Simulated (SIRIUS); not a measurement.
**C under changes of volume**

One of the cells (5.785 Å³/atom); the others are scaled copies at fixed shape and fractional positions:

```
C
1.0
     0.00000    1.79518    1.79518
     1.79518    0.00000    1.79518
     1.79518    1.79518    0.00000
C
2
Cartesian
  2.6928 2.6928 2.6928
  1.7952 1.7952 1.7952
```

This isn't the form of C at room conditions, which is graphite.

| Quantity | Value |
| --- | --- |
| Program | SIRIUS 7.12.0 |
| Functional | PBE |
| Potentials or basis | all-electron FP-LAPW |
| Cutoff | 321 eV |
| Basis | apw+lo standard |
| k mesh | 13 × 13 × 13 |
| Occupations | fermi-dirac, width 0.05 eV |
| Spin | no spin polarisation |

```tsv
volume (Å³/atom)	energy over the lowest point (meV/atom)	gap on the mesh (eV)
5.332	32.69	4.28
5.445	13.85	4.24
5.558	2.54	4.19
5.785	0.00	4.11
5.899	7.47	4.07
6.012	?	?
```

Q: What does the run at 6.012 Å³/atom give?

A: Energy over the lowest point 20.22 meV/atom; gap on the mesh 4.03 eV.

Worked out: A Birch-Murnaghan fit of order 3 (a polynomial in V^(-2/3)) to the other rows has its minimum at 5.69 Å³/atom with B0 = V·E''(V) = 432 GPa and B' = 4.2. It gives 19.94 meV/atom at 6.012 Å³/atom, against the run's 20.22. A straight line through the other rows of the gap, of slope -2.09 eV per unit of ln V, extrapolates to 4.03 eV, against the run's 4.03.

Energies are extrapolated to zero smearing.

Caveats: an odd mesh through Γ misses points on the zone boundary, where band edges often lie.
